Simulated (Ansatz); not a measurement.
GeO2:
```xyz
6
Lattice="4.4105 0.0000 0.0000 0.0000 4.4105 0.0000 0.0000 0.0000 2.8702" Properties=species:S:1:pos:R:3 pbc="T T T"
Ge     2.2053     2.2053     1.4351
Ge     0.0000     0.0000     0.0000
O      3.0609     3.0609     0.0000
O      1.3497     1.3497     0.0000
O      3.5549     0.8556     1.4351
O      0.8556     3.5549     1.4351
```

Relaxed with r²SCAN. Independent-particle spectrum: no excitons, no local fields, no scissors shift; 0.1 eV broadening; ε₁ of the summed bands alone.

Problem. Tabulate the dielectric function from r²SCAN in the plane-wave PAW code Ansatz.

Solution. 

| E (eV) | ε₁ xx | ε₂ xx | ε₁ zz | ε₂ zz |
|---|---|---|---|---|
| 0.0 | 3.67 | 0.00 | 4.00 | 0.00 |
| 0.3 | 3.67 | 0.00 | 4.00 | 0.00 |
| 0.6 | 3.68 | 0.00 | 4.01 | 0.00 |
| 0.9 | 3.69 | 0.00 | 4.03 | 0.00 |
| 1.2 | 3.72 | 0.00 | 4.05 | 0.00 |
| 1.5 | 3.75 | 0.00 | 4.07 | 0.00 |
| 1.8 | 3.79 | 0.00 | 4.11 | 0.00 |
| 2.1 | 3.84 | 0.00 | 4.15 | 0.00 |
| 2.4 | 3.91 | 0.00 | 4.20 | 0.00 |
| 2.7 | 4.00 | 0.00 | 4.26 | 0.00 |
| 3.0 | 4.14 | 0.01 | 4.34 | 0.00 |
| 3.3 | 4.46 | 0.09 | 4.43 | 0.00 |
| 3.6 | 4.46 | 0.54 | 4.55 | 0.01 |
| 3.9 | 4.33 | 0.69 | 4.70 | 0.03 |
| 4.2 | 4.24 | 0.77 | 4.88 | 0.07 |
| 4.5 | 4.19 | 0.81 | 5.14 | 0.15 |
| 4.8 | 4.16 | 0.83 | 5.41 | 0.39 |
| 5.1 | 4.17 | 0.84 | 5.53 | 0.86 |
| 5.4 | 4.20 | 0.85 | 5.43 | 1.12 |
| 5.7 | 4.28 | 0.86 | 5.35 | 1.30 |
| 6.0 | 4.41 | 0.91 | 5.31 | 1.42 |
| 6.3 | 4.55 | 0.98 | 5.30 | 1.53 |
| 6.6 | 4.79 | 1.06 | 5.36 | 1.63 |
| 6.9 | 5.22 | 1.63 | 5.46 | 1.78 |
| 7.2 | 4.84 | 2.30 | 5.60 | 2.06 |
| 7.5 | 4.33 | 2.01 | 5.62 | 2.34 |
| 7.8 | 4.55 | 1.92 | 5.46 | 2.82 |
| 8.1 | 5.15 | 2.41 | 5.20 | 2.86 |
| 8.4 | 4.85 | 3.21 | 5.17 | 2.86 |
| 8.7 | 4.64 | 3.82 | 5.35 | 2.93 |
| 9.0 | 3.09 | 4.63 | 5.57 | 3.21 |
| 9.3 | 2.47 | 3.38 | 5.95 | 3.57 |
| 9.6 | 2.33 | 2.65 | 5.55 | 4.07 |
| 9.9 | 2.79 | 2.32 | 6.06 | 5.22 |
| 10.2 | 3.16 | 2.30 | 5.77 | 5.96 |
| 10.5 | 3.38 | 2.13 | 4.68 | 7.34 |
| 10.8 | 4.60 | 2.85 | 3.78 | 7.56 |
| 11.1 | 3.99 | 3.73 | 2.61 | 7.93 |
| 11.4 | 3.19 | 4.61 | 0.24 | 8.35 |
| 11.7 | 2.87 | 3.82 | -0.81 | 6.19 |
| 12.0 | 3.04 | 4.55 | -0.25 | 5.20 |

With all bands, ε∞ without local fields is 3.86 (xx = yy), 4.18 (zz). DFPT, with local fields, gives 3.90 (xx = yy), 4.22 (zz).

Space group P4_2/mnm (rutile). The cell was relaxed with r²SCAN under the symmetry of its start; of distortions, only those at the zone centre were tested. Scalar-relativistic: spin–orbit coupling is off unless named, which matters more the heavier the elements.

Potentials: the later of the program's two PAW sets.
